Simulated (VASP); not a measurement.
# Pd (Im-3m) in VASP: further runs, part 2 of 2

VASP 6.6.1. The steps go on from the part before.

## Step 4: Single point, PBE

INCAR

```
SYSTEM = Pd
PREC = Accurate ; ENCUT = 340
EDIFF = 1E-6 ; ISMEAR = 0
SIGMA = 0.1 ; LREAL = .FALSE.
LASPH = .TRUE. ; NELM = 100
ALGO = Normal ; ISIF = 2
LWAVE = .FALSE. ; LCHARG = .FALSE.
GGA = PE ; ADDGRID = .FALSE.
```

KPOINTS

```
Automatic mesh
0
G
  11 11 11
  0 0 0
```

POSCAR

```
Pd
1.0
   -1.5722810000      1.5722810000      1.5722810000
    1.5722810000     -1.5722810000      1.5722810000
    1.5722810000      1.5722810000     -1.5722810000
Pd
1
Direct
    0.0000000000      0.0000000000      0.0000000000
```

Potentials or basis: VASP PAW PBE potentials, release 64 (Pd).

Launch:

```bash
cat potpaw_PBE.64/Pd/POTCAR > POTCAR
mpirun -np 1 vasp_std > vasp.out
```

OUTCAR:

```text
SYSTEM = Pd
   PREC = Accurate
   ENCUT = 340
   EDIFF = 1E-6
   ISMEAR = 0
   LREAL = .FALSE.
   LASPH = .TRUE.
   NELM = 100
   ISIF = 2
   GGA = PE

 Found     56 irreducible k-points:

 Following reciprocal coordinates:
            Coordinates               Weight
  0.000000  0.000000  0.000000      1.000000
  0.090909  0.000000  0.000000     12.000000
  0.181818  0.000000  0.000000     12.000000
  0.272727  0.000000  0.000000     12.000000
  0.363636  0.000000  0.000000     12.000000
  0.454545  0.000000  0.000000     12.000000
   k-points           NKPTS =     56   k-points in BZ     NKDIM =     56   number of bands    NBANDS=      9
   number of dos      NEDOS =    301   number of ions     NIONS =      1
   total plane-waves  NPLWV =   4096
   dimension x,y,z NGX =    16 NGY =   16 NGZ =   16
   dimension x,y,z NGXF=    32 NGYF=   32 NGZF=   32
   ions per type =               1
   NGX,Y,Z   is equivalent  to a cutoff of   9.77,  9.77,  9.77 a.u.
   NGXF,Y,Z  is equivalent  to a cutoff of  19.53, 19.53, 19.53 a.u.
 SYSTEM =  Pd
   PREC   = accura    normal or accurate (medium, high low for compatibility)
   ISTART =      0    job   : 0-new  1-cont  2-samecut
   ICHARG =      2    charge: 1-file 2-atom 10-const
   ISPIN  =      1    spin polarized calculation?
   LNONCOLLINEAR =      F non collinear calculations
   LSORBIT =      F    spin-orbit coupling
   LASPH  =      T    aspherical Exc in radial PAW
   ENCUT  =  340.0 eV  24.99 Ry    5.00 a.u.   4.09  4.09  4.09*2*pi/ulx,y,z
   NELM   =    100;   NELMIN=  2; NELMDL= -5     # of ELM steps
   EDIFF  = 0.1E-05   stopping-criterion for ELM
   LREAL  =      F    real-space projection
   EDIFFG = 0.1E-04   stopping-criterion for IOM
   NSW    =      0    number of steps for IOM
   IBRION =     -1    ionic relax: 0-MD 1-quasi-New 2-CG
   NFREE  =      0    steps in history (QN), initial steepest desc. (CG)
   ISIF   =      2    stress and relaxation
   ISYM   =      2    0-nonsym 1-usesym 2-fastsym
   POTIM  = 0.5000    time-step for ionic-motion
   TEBEG  =    0.0;   TEEND  =   0.0 temperature during run
   PSTRESS=    0.0 pullay stress
   NELECT =      10.0000    total number of electrons
   NUPDOWN=      -1.0000    fix difference up-down
   EMIN   =  10.00;   EMAX   =-10.00  energy-range for DOS
   EFERMI =   0.00;   METHOD = LEGACY
   ISMEAR =     0;   SIGMA  =   0.10  broadening in eV -4-tet -1-fermi 0-gaus
   EFERMI_NEDOS =   21; number of points for ismear=-14 and -15
   IALGO  =     38    algorithm
   IMIX   =      4    mixing-type and parameters
     AMIX     =   0.40;   BMIX     =  1.00
     AMIX_MAG =   1.60;   BMIX_MAG =  1.00
  volume/ion in A,a.u.               =      15.55       104.92
  Fermi-wavevector in a.u.,A,eV,Ry     =   1.413160  2.670485 27.171123  1.997021
  Thomas-Fermi vector in A             =   2.534834
   LORBIT       =      0    0 simple, 1 ext, 2 COOP (PROOUT), +10 PAW based schemes
   GGA     = PE    functional components
   LHFCALC =     F    Hartree Fock is set to
   AEXX    =    0.0000 exact exchange contribution
   IVDW    =     0    specifies the selected vdW correction
   LEPSILON=     F    determine dielectric tensor
   LRPA    =     F    only Hartree local field effects (RPA)
 non-spin polarized calculation
 Gauss-broadening in eV      SIGMA  =   0.10
  energy-cutoff  :      340.00
  volume of cell :       15.55
 maximum number of plane-waves:       236
   NGX =  9   NGY =  9   NGZ =  9

 number of electron      10.0000010 magnetization

 Free energy of the ion-electron system (eV)
  ---------------------------------------------------
  ext. energy  EPLUGINS =         0.00000000
  ---------------------------------------------------
  free energy    TOTEN  =        -5.16830821 eV

  energy without entropy =       -5.15951336  energy(sigma->0) =       -5.16391078

 E-fermi :   8.9238     XC(G=0): -12.8526

 val. band max:        8.8772486409   @ k =  -0.3636   0.4545   0.2727
 cond. band min:       8.9256348251   @ k =   0.4545   0.0909  -0.0000
 fundamental gap:      0.0483861843
 Fermi energy:         8.9238129110

 k-point     1 :       0.0000    0.0000    0.0000
  band No.  band energies     occupation
      1       2.1880      2.00000
      2       6.2042      2.00000
      3       6.2042      2.00000
      4       6.2042      2.00000
      5       8.0458      2.00000
      6       8.0458      2.00000
      7      28.1939      0.00000
      8      28.1939      0.00000
      9      28.1939      0.00000
[... 49 lines left out ...]
 k-point     6 :       0.4545    0.0000    0.0000
  band No.  band energies     occupation
      1       4.0441      2.00000
      2       5.1169      2.00000
      3       7.9588      2.00000
      4       8.2528      2.00000
      5       9.3957      0.00000
      6      10.0579      0.00000
      7      16.9321      0.00000
      8      24.0428      0.00000
      9      26.4653      0.00000

 [... further k-points ...]

------------------------ aborting loop because EDIFF is reached ----------------------------------------

  FORCE on cell =-STRESS in cart. coord.  units (eV):
  Direction    XX          YY          ZZ          XY          YZ          ZX
  --------------------------------------------------------------------------------------
  -------------------------------------------------------------------------------------
  Total       -0.2024190     -0.2024190     -0.2024190      0.0000000      0.0000000      0.0000000
  in kB      -20.8598560    -20.8598560    -20.8598560      0.0000000      0.0000000      0.0000000
  external PRESSURE =     -20.8598560 kB  Pullay stress =       0.0000000 kB

 VOLUME and BASIS-vectors are now :
 -----------------------------------------------------------------------------
  energy-cutoff  :      340.00
  volume of cell :       15.55
      direct lattice vectors                 reciprocal lattice vectors
    -1.572281000  1.572281000  1.572281000     0.000000000  0.318009313  0.318009313
     1.572281000 -1.572281000  1.572281000     0.318009313  0.000000000  0.318009313
     1.572281000  1.572281000 -1.572281000     0.318009313  0.318009313  0.000000000

 POSITION                                       TOTAL-FORCE (eV/Angst)
 -----------------------------------------------------------------------------------
      0.00000      0.00000      0.00000        -0.000000      0.000000      0.000000
 -----------------------------------------------------------------------------------
    total drift:                                0.000000      0.000000     -0.000000

  FREE ENERGIE OF THE ION-ELECTRON SYSTEM (eV)
  ---------------------------------------------------
  free  energy   TOTEN  =        -5.1683082095 eV

  energy  without entropy=       -5.1595133553  energy(sigma->0) =       -5.16391078
```

Run time: 6.4 s. Hardware: 1 thread of Intel Xeon Platinum 8375C at 2.90GHz (Ice Lake), shared host; peak memory 0.11 GiB.

The run converged, but some of its settings lie outside the range that counts as converged, so its numbers aren't taken as properties of the crystal.

What came out:

* Free energy: -5.1683 eV
* Pressure: -2.1 GPa
* Band gap on the k mesh: none (metal or under the smearing width)
